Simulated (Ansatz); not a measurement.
# A substitution series on C: H to F

Gas-phase molecules. On one C centre, n of the H ligands are replaced by F. The mean C–H bond length y in Å at PBE0-D4/def2-TZVP. The shapes are optimised at that level. Programs: Ansatz 0.2.0.

```
molecule  n  y (Å)
     CH4  0  1.090
    CH3F  1      ?
   CH2F2  2  1.093
    CHF3  3  1.093
```

Fit y = c + s·n to the known rows and predict CH3F.


1. Means of the 3 rows: n = 1.66667, y = 1.0920.
2. Σ(Δn)² = 4.6667, Σ(Δn·Δy) = 0.005, so the slope is 0.005/4.6667 = 0.0010714.
3. Intercept: 1.0920 − (0.0010714) × 1.66667 = 1.0902. The largest residual of the fit is 0.0006.
4. CH3F: 1.0902 + (0.0010714) × 1 = 1.091 Å.

The run gave 1.092 Å, so the prediction is off by -0.001 Å, at the rounding of the table. The steps per swap are uneven (+0.002, +0.001, 0.000), so a line is a poor model.

The C–H bond lengthens slightly from 1.090 Å in CH4 to 1.092 Å in CH3F and 1.093 Å in CH2F2, then stays there in CHF3. The whole change is only a few units in the last printed digit, so the C–H bond is nearly indifferent to its neighbours. That probably reflects opposing effects. By Bent's rule, carbon directs p character towards the electronegative fluorines, leaving more s character in the C–H bonds, which should shorten them. Donation from fluorine lone pairs into the C–H antibonding orbitals works the other way, and the small net lengthening suggests that it slightly outweighs rehybridisation at first. With more fluorines, the lone pairs can also donate into the lower-lying C–F antibonding orbitals, while the s character of the remaining C–H bonds keeps rising, which would explain the levelling off. Bond lengths alone can't separate these contributions, nor do they establish an order of C–H bond strength or acidity, which also depends on how well fluorine stabilises the radical or carbanion left behind.
